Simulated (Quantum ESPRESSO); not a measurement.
# AlNi3 (Pm-3m) in Quantum ESPRESSO: single point with PBEsol

Aim: the single point of AlNi3 with PBEsol.

Program: Quantum ESPRESSO 7.5. These are calculated values, not measurements. Logs are shortened: lines on timing, memory, paths and dates and some standing lists are left out, and cuts for length are marked.

**1. The undisturbed crystal**

Symmetry: Pm-3m, No. 221, cubic system. Conventional cell: a = 3.523 Å, b = 3.523 Å, c = 3.523 Å, α = 90.00°, β = 90.00°, γ = 90.00°. Around Ni (site symmetry 4/mmm) lie 8 Ni at 2.49 Å and 4 Al at 2.49 Å. Around Al (site symmetry m-3m) lie 12 Ni at 2.49 Å.

The cell is a database's computed one.

**2. Single point, PBEsol, collinear spin, ferromagnetic start (atoms moved at random, drawn with an rms of 0.05 Å)**

pw.in reads:

```
&CONTROL
  calculation = 'scf'
  prefix = 'pwscf'
  outdir = './tmp'
  pseudo_dir = './pseudo'
  tprnfor = .true.
  tstress = .true.
  disk_io = 'nowf'
/
&SYSTEM
  ibrav = 0
  nat = 4
  ntyp = 2
  ecutwfc = 45
  ecutrho = 360
  nbnd = 42
  occupations = 'smearing'
  smearing = 'fd'
  degauss = 0.00367493
  nspin = 2
  starting_magnetization(1) = 0.0556
  starting_magnetization(2) = 0
/
&ELECTRONS
  conv_thr = 8d-10
  electron_maxstep = 120
  mixing_beta = 0.3
/
ATOMIC_SPECIES
Ni    58.6934 ni_pbesol_v1.4.uspp.F.UPF
Al    26.9815 al_pbesol_v1.uspp.F.UPF
CELL_PARAMETERS angstrom
   3.5230547267    0.0000000000    0.0000000000
   0.0000000000    3.5230547267    0.0000000000
   0.0000000000    0.0000000000    3.5230547267
ATOMIC_POSITIONS crystal
Ni     0.5026850000    0.4964100000    0.0135770000
Ni     0.5005900000    0.0062450000    0.4979510000
Ni    -0.0162060000    0.4975420000    0.5045350000
Al    -0.0001420000   -0.0006570000   -0.0019820000
K_POINTS automatic
8 8 8 0 0 0
```

Potentials or basis: GBRV 1.5 PBEsol.

On the command line:

```sh
OMP_NUM_THREADS=1 mpirun -n 2 pw.x -nk 2 -in pw.in > pw.out
```

pw.out:

```text
This program is part of the open-source Quantum ESPRESSO suite
     for quantum simulation of materials; please cite
         "P. Giannozzi et al., J. Phys.:Condens. Matter 21 395502 (2009);
         "P. Giannozzi et al., J. Phys.:Condens. Matter 29 465901 (2017);
         "P. Giannozzi et al., J. Chem. Phys. 152 154105 (2020);
     in publications or presentations arising from this work. More details at

     K-points division:     npool     =       2
     Subspace diagonalization in iterative solution of the eigenvalue problem:
     a serial algorithm will be used

     G-vector sticks info
     --------------------
     sticks:   dense  smooth     PW     G-vecs:    dense   smooth      PW
     Sum        1273     641    193                34049    12053    2103

     Using Slab Decomposition

     bravais-lattice index     =            0
     lattice parameter (alat)  =       6.6576  a.u.
     unit-cell volume          =     295.0902 (a.u.)^3
     number of atoms/cell      =            4
     number of atomic types    =            2
     number of electrons       =        57.00
     number of Kohn-Sham states=           42
     kinetic-energy cutoff     =      45.0000  Ry
     charge density cutoff     =     360.0000  Ry
     scf convergence threshold =      8.0E-10
     mixing beta               =       0.3000
     number of iterations used =            8  plain     mixing
     Exchange-correlation= SLA  PW   PSX  PSC
                           (   1   4  10   8   0   0   0)

     celldm(1)=   6.657609  celldm(2)=   0.000000  celldm(3)=   0.000000
     celldm(4)=   0.000000  celldm(5)=   0.000000  celldm(6)=   0.000000

     crystal axes: (cart. coord. in units of alat)
               a(1) = (   1.000000   0.000000   0.000000 )
               a(2) = (   0.000000   1.000000   0.000000 )
               a(3) = (   0.000000   0.000000   1.000000 )

     reciprocal axes: (cart. coord. in units 2 pi/alat)
               b(1) = (  1.000000  0.000000  0.000000 )
               b(2) = (  0.000000  1.000000  0.000000 )
               b(3) = (  0.000000  0.000000  1.000000 )

     PseudoPot. # 1 for Ni read from file:
     ni_pbesol_v1.4.uspp.F.UPF
     Pseudo is Ultrasoft + core correction, Zval = 18.0
     Generated by new atomic code, or converted to UPF format
     Using radial grid of  865 points,  6 beta functions with:
                l(1) =   0
                l(2) =   0
                l(3) =   1
                l(4) =   1
                l(5) =   2
                l(6) =   2
     Q(r) pseudized with 10 coefficients,  rinner =    0.980   0.980   0.980
                                                       0.980   0.980

     PseudoPot. # 2 for Al read from file:
     al_pbesol_v1.uspp.F.UPF
     Pseudo is Ultrasoft + core correction, Zval =  3.0
     Generated by new atomic code, or converted to UPF format
     Using radial grid of  893 points,  3 beta functions with:
                l(1) =   0
                l(2) =   1
                l(3) =   2
     Q(r) pseudized with  8 coefficients,  rinner =    0.900   0.900   0.900
                                                       0.900   0.900

     atomic species   valence    mass     pseudopotential
     Ni               18.00    58.69340     Ni( 1.00)
     Al                3.00    26.98150     Al( 1.00)

     Starting magnetic structure
     atomic species   magnetization
     Ni              0.056
     Al              0.000

     No symmetry found

   Cartesian axes

     site n.     atom                  positions (alat units)
         1        Ni     tau(   1) = (   0.5026850   0.4964100   0.0135770  )
         2        Ni     tau(   2) = (   0.5005900   0.0062450   0.4979510  )
         3        Ni     tau(   3) = (  -0.0162060   0.4975420   0.5045350  )
         4        Al     tau(   4) = (  -0.0001420  -0.0006570  -0.0019820  )

     number of k points=   260  Fermi-Dirac smearing, width (Ry)=  0.0037

     Number of k-points >= 100: set verbosity='high' to print them.

     Dense  grid:    34049 G-vectors     FFT dimensions: (  45,  45,  45)

     Smooth grid:    12053 G-vectors     FFT dimensions: (  30,  30,  30)

     Check: negative core charge=   -0.000005
     Generating pointlists ...
     new r_m :   0.2835 (alat units)  1.8878 (a.u.) for type    1
     new r_m :   0.2893 (alat units)  1.9263 (a.u.) for type    2

     Initial potential from superposition of free atoms

     starting charge      50.9976, renormalised to      57.0000
     Starting wfcs are   43 randomized atomic wfcs

     Self-consistent Calculation

     iteration #  1     ecut=    45.00 Ry     beta= 0.30
     Davidson diagonalization with overlap
     ethr =  1.00E-02,  avg # of iterations =  6.1

     total energy              =    -999.99922314 Ry
     estimated scf accuracy    <     138.83270763 Ry

     total magnetization       =     0.33 Bohr mag/cell
     absolute magnetization    =     0.39 Bohr mag/cell

     iteration #  2     ecut=    45.00 Ry     beta= 0.30
     Davidson diagonalization with overlap
     ethr =  1.00E-02,  avg # of iterations =  3.0

     total energy              =   -1034.12308089 Ry
     estimated scf accuracy    <      22.97749964 Ry

     total magnetization       =     0.06 Bohr mag/cell
     absolute magnetization    =     0.17 Bohr mag/cell

     iteration #  3     ecut=    45.00 Ry     beta= 0.30
     Davidson diagonalization with overlap
     ethr =  1.00E-02,  avg # of iterations =  2.0

     total energy              =   -1036.34852212 Ry
     estimated scf accuracy    <       1.14973266 Ry

     total magnetization       =     0.60 Bohr mag/cell
     absolute magnetization    =     0.77 Bohr mag/cell
[... 145 lines left out ...]
     total energy              =   -1036.05237226 Ry
     estimated scf accuracy    <          6.3E-09 Ry

     total magnetization       =     0.67 Bohr mag/cell
     absolute magnetization    =     0.82 Bohr mag/cell

     iteration # 19     ecut=    45.00 Ry     beta= 0.30
     Davidson diagonalization with overlap
     ethr =  1.07E-11,  avg # of iterations =  1.0

     total energy              =   -1036.05237226 Ry
     estimated scf accuracy    <          1.2E-09 Ry

     total magnetization       =     0.67 Bohr mag/cell
     absolute magnetization    =     0.82 Bohr mag/cell

     iteration # 20     ecut=    45.00 Ry     beta= 0.30
     Davidson diagonalization with overlap
     ethr =  2.14E-12,  avg # of iterations =  1.0

     Magnetic moment per site  (integrated on atomic sphere of radius R)
     atom   1 (R=0.284)  charge= 16.6315  magn=  0.2469
     atom   2 (R=0.284)  charge= 16.6314  magn=  0.2465
     atom   3 (R=0.284)  charge= 16.6314  magn=  0.2467
     atom   4 (R=0.289)  charge=  1.2504  magn= -0.0146

     End of self-consistent calculation

     Number of k-points >= 100: set verbosity='high' to print the bands.

     the Fermi energy is    16.0691 ev

!    total energy              =   -1036.05237226 Ry
     estimated scf accuracy    <          1.4E-10 Ry
     smearing contrib. (-TS)   =      -0.00231059 Ry
     internal energy E=F+TS    =   -1036.05006167 Ry

     The total energy is F=E-TS. E is the sum of the following terms:
     one-electron contribution =    -687.62939206 Ry
     hartree contribution      =     377.73481942 Ry
     xc contribution           =    -110.08145606 Ry
     ewald contribution        =    -616.07403297 Ry

     total magnetization       =     0.67 Bohr mag/cell
     absolute magnetization    =     0.82 Bohr mag/cell

     convergence has been achieved in  20 iterations

     Forces acting on atoms (cartesian axes, Ry/au):

     atom    1 type  1   force =    -0.01418244    0.00834471   -0.01543256
     atom    2 type  1   force =    -0.01143259   -0.01192702    0.01048007
     atom    3 type  1   force =     0.02251948    0.00686316    0.00194873
     atom    4 type  2   force =     0.00309554   -0.00328085    0.00300375

     Total force =     0.038459     Total SCF correction =     0.000005

     Computing stress (Cartesian axis) and pressure

          total   stress  (Ry/bohr**3)                   (kbar)     P=       -2.11
  -0.00002044   0.00001203   0.00001522           -3.01        1.77        2.24
   0.00001203  -0.00001117  -0.00001356            1.77       -1.64       -1.99
   0.00001522  -0.00001356  -0.00001143            2.24       -1.99       -1.68

=------------------------------------------------------------------------------=
   JOB DONE.
=------------------------------------------------------------------------------=
```

Run time: 6.5 min. Hardware: 2 MPI ranks of Arm Neoverse V2, shared host; peak memory 0.76 GiB.

What came out:

```
Free energy                                           : -14096.2106 eV
Pressure                                              : -0.2 GPa
Largest force                                         : 0.607 eV/Å
Band gap on the k mesh                                : none (metal or under the smearing width)
Net moment                                            : 0.67 μB per cell
Absolute moment                                       : 0.82 μB per cell
Site moments                                          : Ni +0.25; Al -0.01 μB
Valence electrons inside the program's atomic spheres : Ni 16.63; Al 1.25
```

Forces on the atoms (eV/Å):
```
Ni  -0.365  0.215 -0.397
Ni  -0.294 -0.307  0.269
Ni   0.579  0.176  0.050
Al   0.080 -0.084  0.077
```

Levels at points of the mesh, in eV from the Fermi level:
Spin up:
```csv
k point,band 27,band 28,band 29,band 30,band 31,band 32
"(0.00, 0.00, 0.00)",-0.03,-0.03,0.81,0.83,0.84,6.68
"(0.00, 0.00, -0.50)",-1.06,-0.53,-0.03,5.55,5.57,5.69
"(0.00, -0.50, -0.50)",-0.99,-0.95,-0.60,0.89,0.89,8.24
"(-0.50, -0.50, -0.50)",-1.09,-0.32,-0.22,-0.22,-0.21,3.55
"(-0.50, 0.00, 0.00)",-1.07,-0.53,-0.03,5.51,5.51,5.75
"(0.00, -0.50, 0.00)",-1.07,-0.53,-0.03,5.54,5.56,5.69
"(-0.50, 0.00, 0.50)",-0.99,-0.97,-0.60,0.89,0.90,8.20
"(-0.50, 0.50, 0.00)",-1.00,-0.96,-0.60,0.89,0.89,8.24
```
Spin down:
| k point | band 26 | band 27 | band 28 | band 29 | band 30 | band 31 |
| --- | --- | --- | --- | --- | --- | --- |
| (0.00, 0.00, 0.00) | 0.33 | 0.34 | 0.34 | 0.79 | 0.82 | 0.83 |
| (0.00, 0.00, -0.50) | -0.89 | -0.82 | -0.29 | 0.34 | 5.61 | 5.62 |
| (0.00, -0.50, -0.50) | -1.06 | -0.78 | -0.61 | -0.44 | 1.16 | 1.16 |
| (-0.50, -0.50, -0.50) | -0.88 | -0.88 | -0.32 | 0.11 | 0.11 | 0.12 |
| (-0.50, 0.00, 0.00) | -0.91 | -0.83 | -0.29 | 0.34 | 5.56 | 5.57 |
| (0.00, -0.50, 0.00) | -0.88 | -0.82 | -0.29 | 0.34 | 5.60 | 5.62 |
| (-0.50, 0.00, 0.50) | -1.02 | -0.77 | -0.62 | -0.44 | 1.16 | 1.17 |
| (-0.50, 0.50, 0.00) | -1.02 | -0.78 | -0.62 | -0.44 | 1.16 | 1.16 |
